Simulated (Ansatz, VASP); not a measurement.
One calculation of Na3H8, two programs

```
CELL_PARAMETERS angstrom
0.00000 4.56631 4.56631
4.56631 0.00000 4.56631
4.56631 4.56631 0.00000
ATOMIC_POSITIONS crystal
Na 0.25000 0.25000 0.25000
Na 0.75000 0.75000 0.75000
Na 0.00000 0.00000 0.00000
H 0.43708 0.43708 0.43708
H 0.43708 0.43708 0.68876
H 0.43708 0.68876 0.43708
H 0.68876 0.43708 0.43708
H 0.56292 0.56292 0.31124
H 0.56292 0.56292 0.56292
H 0.56292 0.31124 0.56292
H 0.31124 0.56292 0.56292
```

Alike in both runs: functional PBE; k mesh 4 × 4 × 4; occupations gaussian, width 0.1 eV; no spin polarisation.

Ansatz relaxed the structure, and its values are those at the end. VASP's run is a single point on that final structure, the one shown.

|  | VASP | Ansatz |
| --- | --- | --- |
| version | VASP 6.6.1 | Ansatz 0.2.0 |
| potentials or method | VASP PAW PBE potentials, release 64 (Na_pv, H) | scalar-relativistic, plane waves, PAW |
| plane-wave cutoff (eV) | 520 | 420 |
| valence electrons in the cell | 29 | 35 |

VASP gave:

```
gap on the k mesh at the Fermi level (eV) : none
pressure (GPa)                            : -0.1
rms of the force components (eV/Å)        : 0.003
```

Task: Estimate Ansatz's values.

Result: gap on the k mesh at the Fermi level (eV): none; pressure (GPa): 0.0; rms of the force components (eV/Å): 0.001.

A gap of «none» marks a metal or a gap that the smearing closes. The functional is the same, so the differences come from potentials, cutoffs and numerics. The two sets of potentials don't hold the same shells in valence.
